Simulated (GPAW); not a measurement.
The system is Os.

```
Os
1.0
     2.73410    0.00000    0.00000
    -1.36705    2.36780    0.00000
     0.00000    0.00000    4.31970
Os
2
Direct
  0.66667 0.33333 0.75000
  0.33333 0.66667 0.25000
```

Base run:

| Item | Value |
| --- | --- |
| Program | GPAW 26.7.0 |
| Functional | BLYP |
| Potentials or basis | PAW data sets generated in the run's folder for this functional |
| Cutoff | 600 eV |
| Basis | pw |
| k mesh | 8 × 8 × 5 |
| Occupations | fermi-dirac, width 0.05 eV |
| Spin | spin-orbit coupling, no magnetisation |

Its results: pressure 20.8 GPa.

Task: After a change of settings the same cell gave: pressure -6.2 GPa. Which change was it?
A. functional from BLYP to OLYP
B. functional from BLYP to AM05; band points from 60 to 80
C. functional from BLYP to LDA; spin from spin-orbit coupling, no magnetisation to no spin polarisation
D. functional from BLYP to SOGGA; spin axis theta (degrees) from 90 to 0

Result: D.

Caveats: spin-orbit coupling was added after a scalar SCF, so levels and gaps hold it while energy, forces, pressure and moments don't; so large a pressure means that the cell lies far from this level's equilibrium, or that cutoff or potentials fall short (some runs).

Runs at the PBE level aren't shown here.
